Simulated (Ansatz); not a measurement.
**Al2Cu under changes of volume**

One of the cells (16.242 Å³/atom); the others are scaled copies at fixed shape and fractional positions:

```
CELL_PARAMETERS angstrom
4.10518 0.00000 0.00000
0.00000 4.10518 0.00000
0.00000 0.00000 2.89131
ATOMIC_POSITIONS crystal
Cu 0.00000 0.00000 0.00000
Al 0.00000 0.50000 0.50000
Al 0.50000 0.00000 0.50000
```

The cell comes from a database or a generator and needn't be the stable form of this composition.

| Quantity | Value |
| --- | --- |
| Program | Ansatz 0.2.0 |
| Functional | LDA |
| Potentials or basis | Ansatz PAW |
| Cutoff | 420 eV (not typed: the program's choice for these potentials) |
| k mesh | 7 × 7 × 9 |
| Occupations | fermi-dirac, width 0.05 eV |
| Spin | no spin polarisation |

| volume (Å³/atom) | energy over the lowest point (meV/atom) | pressure (GPa) |
| --- | --- | --- |
| 15.267 | 0.00 | 0.7 |
| 15.592 | 0.86 | -1.5 |
| 15.917 | 5.84 | -3.4 |
| 16.242 | 14.43 | -5.0 |
| 16.567 | 26.23 | -6.5 |
| 16.892 | 40.87 | -7.9 |
| 17.216 | ? | ? |

Task: What does the run at 17.216 Å³/atom give?

Result: Energy over the lowest point 58.06 meV/atom; pressure -9.0 GPa.

Worked out: A Birch-Murnaghan fit of order 3 (a polynomial in V^(-2/3)) to the other rows has its minimum at 15.36 Å³/atom with B0 = V·E''(V) = 104 GPa and B' = 4.8 at fixed shape and positions, which overstates the stiffness. It gives 57.95 meV/atom at 17.216 Å³/atom, against the run's 58.06, and -dE/dV = -9.0 GPa, against -9.0.

Energies are extrapolated to zero smearing.

Caveats: the PAW data sets come from PBE, with cores solved anew for the run's functional, which leaves a small shift of forces and pressure.
